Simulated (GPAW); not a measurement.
# Ge (Fd-3m) in GPAW: notebook

The runs below take Ge through band structure, with PBEsol, RPBE, revPBE, BLYP, r2SCAN.

Program: GPAW 26.7.0. These are calculated values, not measurements. Logs are shortened: lines on timing, memory, paths and dates and some standing lists are left out, and cuts for length are marked. The log counts tension as positive stress, the text compression.

**Experimental background.**

“Temperature-dependent photoluminescence in Ge: experiment and theory”, 2020, arxiv:2003.00143 reports, for a bulk crystal of Ge at 0 K: band gap 0.744 eV (indirect).

“Electronic and optical properties of SixGe1-x-ySny alloys lattice-matched to Ge”, 2021, arxiv:2109.02782 reports, for a bulk crystal of Ge at 300 K: band gap 0.807 eV (direct).

How close the calculation comes is told below.

### Step 1. The structure

The structure is cubic, space group Fd-3m (No. 227). The conventional cell has a = 5.658 Å, b = 5.658 Å, c = 5.658 Å, α = 90.00°, β = 90.00°, γ = 90.00°. Ge (site symmetry -43m) has 4 Ge at 2.45 Å as nearest neighbours.

### Step 2. Band structure, PBEsol, spin-orbit coupling, no magnetisation

run.py reads:

```python
import numpy as np
from ase import Atoms
from ase.dft.bandgap import bandgap
from ase.io import write
from ase.units import GPa
from gpaw import GPAW, PW, setup_paths
from gpaw.spinorbit import soc_eigenstates

setup_paths.insert(0, '.')

atoms = Atoms(['Ge', 'Ge'],
              cell=[[0.0, 2.82891, 2.82891],
                    [2.82891, 0.0, 2.82891],
                    [2.82891, 2.82891, 0.0]],
              scaled_positions=[[0.75, 0.75, 0.75],
                                [0.5, 0.5, 0.5]],
              pbc=True)

calc = GPAW(mode=PW(600),
            xc='PBEsol',
            kpts={'size': (6, 6, 6), 'gamma': True},
            occupations={'name': 'fermi-dirac', 'width': 0.05},
            nbands=11,
            convergence={'density': 1e-05, 'energy': 1e-05},
            maxiter=150,
            txt='gpaw.txt')
atoms.calc = calc
energy = atoms.get_potential_energy()
forces = atoms.get_forces()
stress = atoms.get_stress()
calc.write('gs.gpw')
write('result.traj', atoms)
print(f'Energy: {energy:.6f} eV')
print('Forces (eV/A):')
print(forces.round(4))
print('Stress (GPa):', (stress / GPa).round(3))
print('Fermi level:', round(calc.get_fermi_level(), 4), 'eV')
print(f'Gap: {bandgap(calc)[0]:.4f} eV, direct: {bandgap(calc, direct=True)[0]:.4f} eV')

path = atoms.cell.bandpath('GXWKGLUWLK,UX', npoints=60, eps=1e-4)
bs_calc = calc.fixed_density(kpts=path, symmetry='off', nbands=21,
                             convergence={'bands': 'CBM+6.0', 'eigenstates': 1e-6}, txt='bands.txt')
bs = bs_calc.band_structure()
bs.write('bs.json')
print(f'Gap on the path: {bandgap(bs_calc)[0]:.4f} eV')

soc = soc_eigenstates(bs_calc, theta=54.7, phi=45)
np.savetxt('soc_bands.dat', soc.eigenvalues(), fmt='%.4f')
mesh = soc_eigenstates('gs.gpw', theta=54.7, phi=45)
np.savetxt('soc_mesh.dat', mesh.eigenvalues(), fmt='%.4f')
print('Fermi level with spin-orbit coupling:', round(mesh.fermi_level, 4), 'eV')
```

Potentials or basis: PAW data sets generated in the run's folder for this functional, pw.

Launch:

```bash
$ gpaw-setup -f PBEsol Ge
$ OMP_NUM_THREADS=1 python run.py
```

gpaw.txt:

```text
__  _  _
 | _ |_)|_||  |
 |__||  | ||/\| - 26.7.0

Input parameters:
  mode=PW(ecut=600.0),
  convergence={'density': 1e-05, 'energy': 1e-05},
  kpts=MonkhorstPack(size=(6, 6, 6), gamma=True),
  maxiter=150,
  nbands=11,
  occupations=Occupations(name='fermi-dirac', width=0.05),
  xc=XC(name='PBEsol')

Diagonalizing LCAO Hamiltonian
Converting LCAO to pw mode

           Ge

       Ge

Atoms  # Å, Bohr magnetons
|   | symbol |        x |        y |        z |    initial magnetic moments |
|---|--------|----------|----------|----------|-----------------------------|
| 0 |     Ge | 4.243365 | 4.243365 | 4.243365 | ( 0.0000,  0.0000,  0.0000) |
| 1 |     Ge | 2.828910 | 2.828910 | 2.828910 | ( 0.0000,  0.0000,  0.0000) |

Unit cell  # Å
| periodic |        x |        y |        z |  lengths |    angles |
|----------|----------|----------|----------|----------|-----------|
|      yes | 0.000000 | 2.828910 | 2.828910 | 4.000683 | 60.000000 |
|      yes | 2.828910 | 0.000000 | 2.828910 | 4.000683 | 60.000000 |
|      yes | 2.828910 | 2.828910 | 0.000000 | 4.000683 | 60.000000 |

Number of symmetries: 24
Symmetry operations  # r_c * U_cc + t_c -> r_c
|    | kind |            matrix            |
|----|------|------------------------------|
|  0 |  E   |  1, 0, 0,  0, 1, 0,  0, 0, 1 |
|  1 |  σ   |  1, 0, 0,  0, 0, 1,  0, 1, 0 |
|  2 |  σ   |  1, 0,-1,  0, 1,-1,  0, 0,-1 |
|  3 |  C3  |  1, 0,-1,  0, 0,-1,  0, 1,-1 |
|  4 |  C3  |  1,-1, 0,  0,-1, 1,  0,-1, 0 |
|  5 |  σ   |  1,-1, 0,  0,-1, 0,  0,-1, 1 |
|  6 |  σ   |  0, 1, 0,  1, 0, 0,  0, 0, 1 |
|  7 |  C3  |  0, 1, 0,  0, 0, 1,  1, 0, 0 |
|  8 |  C2  |  0, 1,-1,  1, 0,-1,  0, 0,-1 |
|  9 |  S4  |  0, 1,-1,  0, 0,-1,  1, 0,-1 |
| 10 |  C3  |  0, 0, 1,  1, 0, 0,  0, 1, 0 |
| 11 |  σ   |  0, 0, 1,  0, 1, 0,  1, 0, 0 |
| 12 |  S4  |  0, 0,-1,  1, 0,-1,  0, 1,-1 |
| 13 |  C3  |  0, 0,-1,  0, 1,-1,  1, 0,-1 |
| 14 |  S4  |  0,-1, 1,  1,-1, 0,  0,-1, 0 |
| 15 |  C2  |  0,-1, 1,  0,-1, 0,  1,-1, 0 |
| 16 |  C3  |  0,-1, 0,  1,-1, 0,  0,-1, 1 |
| 17 |  S4  |  0,-1, 0,  0,-1, 1,  1,-1, 0 |
| 18 |  S4  | -1, 1, 0, -1, 0, 1, -1, 0, 0 |
| 19 |  C3  | -1, 1, 0, -1, 0, 0, -1, 0, 1 |
| 20 |  C3  | -1, 0, 1, -1, 1, 0, -1, 0, 0 |
| 21 |  S4  | -1, 0, 1, -1, 0, 0, -1, 1, 0 |
| 22 |  σ   | -1, 0, 0, -1, 1, 0, -1, 0, 1 |
| 23 |  C2  | -1, 0, 0, -1, 0, 1, -1, 1, 0 |

BZ-sampling:
  Number of BZ points: 216
  Number of IBZ points: 16

  Monkhorst-Pack size: [6, 6, 6]
  Monkhorst-Pack shift: [0.08333333333333333, 0.08333333333333333, 0.08333333333333333]

K-points  # in reciprocal-cell coordinates
|     |                                coordinates |     weight |
|-----|--------------------------------------------|------------|
|   0 | (  0.00000000,   0.00000000,   0.00000000) | 0.00462963 |
|   1 | (  0.16666667,   0.16666667,   0.00000000) | 0.02777778 |
|   2 | (  0.16666667,   0.16666667,   0.16666667) | 0.03703704 |
|   3 | (  0.33333333,   0.16666667,   0.16666667) | 0.05555556 |
|   4 | (  0.33333333,   0.33333333,  -0.33333333) | 0.05555556 |
|   5 | (  0.33333333,   0.33333333,   0.00000000) | 0.02777778 |
|   6 | (  0.33333333,   0.33333333,   0.16666667) | 0.11111111 |
|   7 | (  0.33333333,   0.33333333,   0.33333333) | 0.03703704 |
|   8 | (  0.50000000,   0.33333333,  -0.33333333) | 0.11111111 |
|   9 | (  0.50000000,   0.33333333,  -0.16666667) | 0.05555556 |
| ... |                                            |            |
|  15 | (  0.50000000,   0.50000000,   0.50000000) | 0.01851852 |

Plane wave coefficients: 1527
Cutoff: 600.0 eV

Spin-components: 1 (collinear spins)
Bands:           11
Projectors:      10
Spin-degeneracy: 2
Datatype:        complex128

Parallelization:
  kpt:    1
  domain: 1
  band:   1

Density:
  Valence electrons: 8.0
  Components: 1
  Grid points: [24 24 24]
  Charge: 0.0  # |e|

Potential:
  Grid points: [24 24 24]

species:
  Ge:
    name:    Germanium
    Z:       32.0
    valence: 4
    core:    28
    charge:  0.0  # [|e|]
    compensation charges:
      type: gauss
      rc: 0.32  # [Å]
      lmax: 2
    cutoffs:
      filter: 1.77  # [Å]
      core: 3.42  # [Å]
    projectors
    | kind |    occ | energy [eV] | rcut [Å] |
    |------|--------|-------------|----------|
    |   4s |  2.000 |     -11.738 |    1.005 |
    |   4p |  2.000 |      -3.898 |    1.005 |
    |    s |        |      15.473 |    1.005 |
    |    p |        |      23.314 |    1.005 |
    |    d |        |       0.000 |    1.005 |

    Using partial waves for Ge as LCAO basis

Reference energy: -114111.519876  # eV

eigensolver:
  PPCG
  Converge bands: occupied
  niter=2

density mixing:
  MSR1-Mixer
  Pratt-step length: 0.05
  Maximum mixing coefficient: 0.75
  Old densities: 10
  SVD Regularization: 0.005
  Good broyden scale: 1.0
  Trust region scale: 1.0
  Backstep threshold: 4.0
  History deletion threshold: 6.0
  Fourier metric: weight=20.0, sigma=0.015

occupation numbers:
  Fermi-Dirac:
    width: 0.0500  # eV

poisson solver:
  ecut: 4800.0  # eV

xc functional:
  name: PBEsol with 2 nearest neighbor stencil

convergence criteria:
- Maximum integral of absolute [dens]ity change: 1e-05 electrons / valence electron
- Maximum [total energy] change in last 3 cyles: 1e-05 eV / valence electron
- Maximum integral of absolute [eigenst]ate change: 4e-08 eV^2 / valence electron
maximum number of iterations: 150

SCF iterations
|iter     | |      energy | eigst |  dens |
|---------|-|-------------|-------|-------|
|iter:   1| |   -9.875200 | -0.47 |       |
|iter:   2| |   -9.868336 | -2.73 | -0.91 |
|iter:   3| |   -9.806611 | -2.58 | -0.93 |
|iter:   4| |   -9.804591 | -3.51 | -1.56 |
|iter:   5| |   -9.804611 | -5.23 | -2.52 |
|iter:   6| |   -9.804614c| -6.61 | -3.26 |
|iter:   7| |   -9.804615c| -7.74c| -3.77 |
|iter:   8| |   -9.804615c| -8.27c| -4.94 |
|iter:   9| |   -9.804615c| -9.30c| -5.57c|

Converged in 9 steps
Energy contributions relative to reference atoms: (reference = -114111.519876)

Energy contributions:
  Kinetic:          24.885127
  Coulomb:         -22.275240
  Zero:             -0.002276
  External:          0.000000
  Xc:              -12.411268
  Entropy:          -0.001916
  Spinorbit:         0.000000
  ----------------------------
  Free energy:      -9.805573
  Extrapolated:     -9.804615

dipole moment: (3.697529, 3.697529, 3.697529)  # |e|*Ang

Fermi level: 5.891
Eigenvalues  # (at kpt = [0.000, 0.000, 0.000])
| band index |      eig [eV] | occ [0-2] |
|------------|---------------|-----------|
|          0 |        -6.926 |     2.000 |
|          1 |         5.854 |     1.359 |
|          2 |         5.854 |     1.359 |
|          3 |         5.854 |     1.359 |
|          4 |         5.898 |     0.931 |
|          5 |         8.387 |     0.000 |
|          6 |         8.387 |     0.000 |
|          7 |         8.387 |     0.000 |
|          8 |        12.103 |     0.000 |
|          9 |        15.229 |     0.000 |
|         10 |        15.231 |     0.000 |

Gap: 0.044 eV
Transition (v -> c):
  (s=0, k=0, n=3, [0.00, 0.00, 0.00]) -> (s=0, k=0, n=4, [0.00, 0.00, 0.00])
No difference between direct/indirect transitions

Forces  # eV/Ang
|        x |        y |       z |
|----------|----------|---------|
|  0.00000 |  0.00000 | 0.00000 |  # Ge   0
| -0.00000 | -0.00000 | 0.00000 |  # Ge   1

Stress tensor  # eV/Ang^3
|         x |         y |         z |
|-----------|-----------|-----------|
| -0.006159 | -0.000000 | -0.000000 |
| -0.000000 | -0.006159 | -0.000000 |
| -0.000000 | -0.000000 | -0.006159 |

# Writing to gs.gpw (mode='')
```

bands.txt:

```text
Diagonalizing LCAO Hamiltonian
Converting LCAO to pw mode
convergence criteria:
- Maximum integral of absolute [eigenst]ate change: 1e-06 eV^2 / valence electron
maximum number of iterations: 150

SCF iterations
|iter     | |      energy | eigst |  dens |
|---------|-|-------------|-------|-------|
|iter:   1| |             | +0.28 |       |
[... 64 lines left out ...]
         [0.41071429, 0.41071429, 0.67857143],
         [0.39285714, 0.39285714, 0.71428571],
         [0.375     , 0.375     , 0.75      ],
         [0.625     , 0.25      , 0.625     ],
         [0.59375   , 0.1875    , 0.59375   ],
         [0.5625    , 0.125     , 0.5625    ],
         [0.53125   , 0.0625    , 0.53125   ],
         [0.5       , 0.        , 0.5       ]])),
  maxiter=150,
  nbands=21,
  occupations=Occupations(name='fermi-dirac', width=0.05),
  symmetry=Symmetry(point_group=False, time_reversal=False),
  xc=XC(name='PBEsol')
```

It took 24 s on 1 thread of Arm Neoverse V1, shared host; peak memory 0.21 GiB.

Results:

```
Free energy             : -9.8056 eV
Pressure                : 1.0 GPa
Band gap along the path : none (metal or under the smearing width)
```

Levels at the corners of the path, in eV from the Fermi level:
```
point  band 6  band 7  band 8  band 9  band 10  band 11
    Γ   -0.02    0.04    0.04    0.04     0.04     2.32
    X   -3.15   -3.15   -3.15    0.59     0.59     0.59
    W   -4.05   -3.97   -3.97    4.16     4.16     4.31
    K   -4.45   -2.71   -2.71    1.01     1.01     3.97
    Γ   -0.02    0.04    0.04    0.04     0.04     2.32
    L   -1.57   -1.38   -1.38    0.07     0.07     3.59
    U   -4.45   -2.71   -2.71    1.01     1.01     3.97
    W   -4.05   -3.97   -3.97    4.16     4.16     4.31
    L   -1.57   -1.38   -1.38    0.07     0.07     3.59
    K   -4.45   -2.71   -2.71    1.01     1.01     3.97
    U   -4.45   -2.71   -2.71    1.01     1.01     3.97
    X   -3.15   -3.15   -3.15    0.59     0.59     0.59
```

Caveat: spin-orbit coupling was added after a scalar SCF, so levels and gaps hold it while energy, forces, pressure and moments don't; this program's spin-orbit splittings come out too wide for heavy elements; this crystal is a semiconductor, whose small gap the functional closes, so the metal is an error of the method.

### Step 3. Band structure, RPBE

run.py reads:

```python
from ase.dft.bandgap import bandgap
from ase.io import read, write
from ase.units import GPa
from gpaw import GPAW, PW

atoms = read('POSCAR')

calc = GPAW(mode=PW(600),
            xc='RPBE',
            kpts={'size': (8, 8, 8), 'gamma': True},
            occupations={'name': 'fermi-dirac', 'width': 0.05},
            nbands=11,
            convergence={'density': 1e-05, 'energy': 1e-05},
            maxiter=150,
            txt='gpaw.txt')
atoms.calc = calc
energy = atoms.get_potential_energy()
forces = atoms.get_forces()
stress = atoms.get_stress()
calc.write('gs.gpw')
write('result.traj', atoms)
print(f'Energy: {energy:.6f} eV')
print('Forces (eV/A):')
print(forces.round(4))
print('Stress (GPa):', (stress / GPa).round(3))
print('Fermi level:', round(calc.get_fermi_level(), 4), 'eV')
print(f'Gap: {bandgap(calc)[0]:.4f} eV, direct: {bandgap(calc, direct=True)[0]:.4f} eV')

path = atoms.cell.bandpath('GXWKGLUWLK,UX', npoints=60, eps=1e-4)
bs_calc = calc.fixed_density(kpts=path, symmetry='off', nbands=21,
                             convergence={'bands': 'CBM+6.0', 'eigenstates': 1e-6}, txt='bands.txt')
bs = bs_calc.band_structure()
bs.write('bs.json')
print(f'Gap on the path: {bandgap(bs_calc)[0]:.4f} eV')
```

POSCAR reads:

```
Ge
1.0
    0.0000000000      2.8289100000      2.8289100000
    2.8289100000      0.0000000000      2.8289100000
    2.8289100000      2.8289100000      0.0000000000
Ge
2
Direct
    0.7500000000      0.7500000000      0.7500000000
    0.5000000000      0.5000000000      0.5000000000
```

Potentials or basis: the program's PAW data sets (release 1.2.1) made for this functional, pw.

Launch:

```bash
$ OMP_NUM_THREADS=1 python run.py
```

Run time: 26 s. Hardware: 1 thread of Arm Neoverse V1, shared host; peak memory 0.2 GiB.

The run converged. Its results:

```
Free energy             : -8.2904 eV
Pressure                : 5.7 GPa
Band gap on the k mesh  : 0.20 eV, direct
Band gap along the path : 0.20 eV, direct
```

Levels at the corners of the path, in eV from the valence-band top:
| point | band 1 | band 2 | band 3 | band 4 | band 5 | band 6 | band 7 | band 8 |
| --- | --- | --- | --- | --- | --- | --- | --- | --- |
| Γ | -12.73 | 0.00 | 0.00 | 0.00 | 0.20 | 2.56 | 2.56 | 2.56 |
| X | -8.85 | -8.85 | -3.07 | -3.07 | 0.82 | 0.82 | 9.57 | 9.57 |
| W | -8.76 | -8.76 | -3.89 | -3.89 | 4.39 | 4.39 | 4.78 | 4.78 |
| K | -9.33 | -8.26 | -4.32 | -2.63 | 1.22 | 4.15 | 7.31 | 7.41 |
| Γ | -12.73 | 0.00 | 0.00 | 0.00 | 0.20 | 2.56 | 2.56 | 2.56 |
| L | -10.66 | -7.56 | -1.41 | -1.41 | 0.28 | 3.76 | 3.76 | 7.29 |
| U | -9.33 | -8.26 | -4.32 | -2.63 | 1.22 | 4.15 | 7.31 | 7.41 |
| W | -8.76 | -8.76 | -3.89 | -3.89 | 4.39 | 4.39 | 4.78 | 4.78 |
| L | -10.66 | -7.56 | -1.41 | -1.41 | 0.28 | 3.76 | 3.76 | 7.29 |
| K | -9.33 | -8.26 | -4.32 | -2.63 | 1.22 | 4.15 | 7.31 | 7.41 |
| U | -9.33 | -8.26 | -4.32 | -2.63 | 1.22 | 4.15 | 7.31 | 7.41 |
| X | -8.85 | -8.85 | -3.07 | -3.07 | 0.82 | 0.82 | 9.57 | 9.57 |

### Step 4. Band structure, revPBE

run.py: that of step 3 with these lines changed.

```diff
@@ -5,6 +5,6 @@
 
-atoms = read('POSCAR')
+atoms = read('Ge.xyz')
 
 calc = GPAW(mode=PW(600),
-            xc='RPBE',
+            xc='revPBE',
             kpts={'size': (8, 8, 8), 'gamma': True},
```

Ge.xyz reads:

```xyz
2
Lattice="0.0000000000 2.8289100000 2.8289100000 2.8289100000 0.0000000000 2.8289100000 2.8289100000 2.8289100000 0.0000000000" Properties=species:S:1:pos:R:3 pbc="T T T"
Ge     4.2433650000      4.2433650000      4.2433650000
Ge     2.8289100000      2.8289100000      2.8289100000
```

Launch:

```bash
$ OMP_NUM_THREADS=1 python run.py
```

Wall time 25 s (1 thread of Arm Neoverse V1, shared host); peak memory 0.2 GiB.

Results (log left out):

```
Free energy             : -8.4026 eV
Pressure                : 5.2 GPa
Band gap on the k mesh  : 0.17 eV, direct
Band gap along the path : 0.17 eV, direct
```

Levels at the corners of the path, in eV from the valence-band top:
```
point  band 2  band 3  band 4  band 5  band 6  band 7
    Γ    0.00    0.00    0.00    0.17    2.56    2.56
    X   -8.86   -3.07   -3.07    0.80    0.80    9.56
    W   -8.77   -3.90   -3.90    4.38    4.38    4.77
    K   -8.27   -4.33   -2.63    1.20    4.14    7.29
    Γ    0.00    0.00    0.00    0.17    2.56    2.56
    L   -7.57   -1.41   -1.41    0.26    3.76    3.76
    U   -8.27   -4.33   -2.63    1.20    4.14    7.29
    W   -8.77   -3.90   -3.90    4.38    4.38    4.77
    L   -7.57   -1.41   -1.41    0.26    3.76    3.76
    K   -8.27   -4.33   -2.63    1.20    4.14    7.29
    U   -8.27   -4.33   -2.63    1.20    4.14    7.29
    X   -8.86   -3.07   -3.07    0.80    0.80    9.56
```

### Step 5. Band structure, BLYP

run.py: that of step 4 with these lines changed.

```diff
@@ -1,10 +1,20 @@
+from ase import Atoms
 from ase.dft.bandgap import bandgap
-from ase.io import read, write
-from ase.units import GPa
-from gpaw import GPAW, PW
+from ase.io import write
+from ase.units import Bohr, GPa
+from gpaw import GPAW, PW, setup_paths
+from gpaw.elf import elf_from_dft_calculation
 
-atoms = read('Ge.xyz')
+setup_paths.insert(0, '.')
+
+atoms = Atoms(['Ge', 'Ge'],
+              cell=[[0.0, 2.82891, 2.82891],
+                    [2.82891, 0.0, 2.82891],
+                    [2.82891, 2.82891, 0.0]],
+              scaled_positions=[[0.75, 0.75, 0.75],
+                                [0.5, 0.5, 0.5]],
+              pbc=True)
 
 calc = GPAW(mode=PW(600),
-            xc='revPBE',
+            xc='BLYP',
             kpts={'size': (8, 8, 8), 'gamma': True},
@@ -13,2 +23,3 @@
             convergence={'density': 1e-05, 'energy': 1e-05},
+            eigensolver='davidson',
             maxiter=150,
@@ -28,2 +39,7 @@
 
+# fields on the real-space grid
+write('density.cube', atoms, data=calc.get_pseudo_density() * Bohr**3)
+write('potential.cube', atoms, data=calc.get_electrostatic_potential())
+write('elf.cube', atoms, data=elf_from_dft_calculation(calc).data)
+
 path = atoms.cell.bandpath('GXWKGLUWLK,UX', npoints=60, eps=1e-4)
```

Potentials or basis: PAW data sets generated in the run's folder for this functional, pw.

Launch:

```bash
$ gpaw-setup -f BLYP Ge
$ OMP_NUM_THREADS=1 python run.py
```

Run time: 25 s. Hardware: 1 thread of Arm Neoverse V1, shared host; peak memory 0.2 GiB.

The run converged. Its results:

| Property | Result |
| --- | --- |
| Free energy | -7.5154 eV |
| Pressure | 7.6 GPa |
| Band gap along the path | none (metal or under the smearing width) |

Levels at the corners of the path, in eV from the Fermi level:
```
point  band 1  band 2  band 3  band 4  band 5  band 6  band 7  band 8
    Γ  -12.80   -0.17   -0.02   -0.02   -0.02    2.57    2.57    2.57
    X   -8.96   -8.96   -3.05   -3.05    0.86    0.86    9.42    9.42
    W   -8.87   -8.87   -3.85   -3.85    4.31    4.31    4.86    4.86
    K   -9.44   -8.37   -4.27   -2.62    1.25    4.15    7.20    7.36
    Γ  -12.80   -0.17   -0.02   -0.02   -0.02    2.57    2.57    2.57
    L  -10.76   -7.61   -1.42   -1.42    0.15    3.81    3.81    7.40
    U   -9.44   -8.37   -4.27   -2.62    1.25    4.15    7.20    7.36
    W   -8.87   -8.87   -3.85   -3.85    4.31    4.31    4.86    4.86
    L  -10.76   -7.61   -1.42   -1.42    0.15    3.81    3.81    7.40
    K   -9.44   -8.37   -4.27   -2.62    1.25    4.15    7.20    7.36
    U   -9.44   -8.37   -4.27   -2.62    1.25    4.15    7.20    7.36
    X   -8.96   -8.96   -3.05   -3.05    0.86    0.86    9.42    9.42
```

Caveat: this crystal is a semiconductor, whose small gap the functional closes, so the metal is an error of the method.

[end of part 1 of 2]
